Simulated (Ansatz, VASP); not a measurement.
## V in VASP and in Ansatz

```xyz
4
Lattice="2.7515 0.0000 0.0000 -1.3758 2.3829 0.0000 0.0000 0.0000 8.1820" Properties=species:S:1:pos:R:3 pbc="T T T"
V     0.0000    1.5886    3.1138
V     1.3758    0.7943    7.2048
V     1.3758    0.7943    5.0681
V     0.0000    1.5886    0.9771
```

Alike in both runs: functional PBEsol; k mesh 18 × 18 × 6; occupations gaussian, width 0.1 eV; no spin polarisation.

Ansatz relaxed the structure, and its values are those at the end. VASP's run is a single point on that final structure, the one shown.

```csv
,VASP,Ansatz
version,VASP 6.6.1,Ansatz 0.2.0
potentials or method,"VASP PAW PBE potentials, release 64 (V_sv)","scalar-relativistic, plane waves, PAW"
plane-wave cutoff (eV),520,420
valence electrons in the cell,52,52
```

|  | VASP | Ansatz | Ansatz less VASP |
| --- | --- | --- | --- |
| gap on the k mesh at the Fermi level (eV) | none | none | - |
| pressure (GPa) | 0.6 | 0.0 | -0.63 |
| rms of the force components (eV/Å) | 0.076 | 0.002 | -0.0740 |

A gap of «none» marks a metal or a gap that the smearing closes.

Caveats: the PAW data sets were made with another functional, which shifts forces and pressure a little (VASP).
